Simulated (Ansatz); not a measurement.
Here is an Ansatz 0.2.0 calculation.

The input input.yaml:

```yaml
crystal:
  lattice:
    - [2.4719999032, 0.0, 0.0]
    - [-1.2359999516, 2.1408147143, 0.0]
    - [0.0, 0.0, 4.02114408]
  atoms:
    - { symbol: Co, position: [0.6666666667, 0.3333333333, 0.75], spin: 2.0 }
    - { symbol: Co, position: [0.3333333333, 0.6666666667, 0.25], spin: 2.0 }
kpoints:
  mp_grid: { grid: [12, 12, 7] }
scf:
  occupations: { method: fermi_dirac, width: 0.05 }
hamiltonian:
  xc: pbe
  pseudopotentials: { kind: all_electron, lapw: { basis_error: 0.001 } }
magnetization:
  spin_polarized: true
output:
  forces: true
  stress: true
relax:
  f_tol: 0.02
  max_steps: 60
  cell: {}
```

Potentials or basis: all-electron LAPW, scalar-relativistic.

The run is started by

```console
$ ansatz run input.yaml --threads 2 --pin off --max-ram 6144MiB --backend cpu --events-out ev --progress --plain --runs-dir out
```

Task: Estimate the net moment.

Result: 3.25 μB per cell.

Task: Estimate the site moments.

Result: Co +1.69 μB.

Final structure:
```cif
data_structure
_symmetry_space_group_name_H-M 'P 1'
_symmetry_Int_Tables_number 1
_cell_length_a 2.4967
_cell_length_b 2.4967
_cell_length_c 4.0266
_cell_angle_alpha 90.000
_cell_angle_beta 90.000
_cell_angle_gamma 120.000
_cell_volume 21.74
loop_
_atom_site_label
_atom_site_type_symbol
_atom_site_fract_x
_atom_site_fract_y
_atom_site_fract_z
_atom_site_occupancy
Co1 Co 0.66667 0.33333 0.75000 1
Co2 Co 0.33333 0.66667 0.25000 1
```
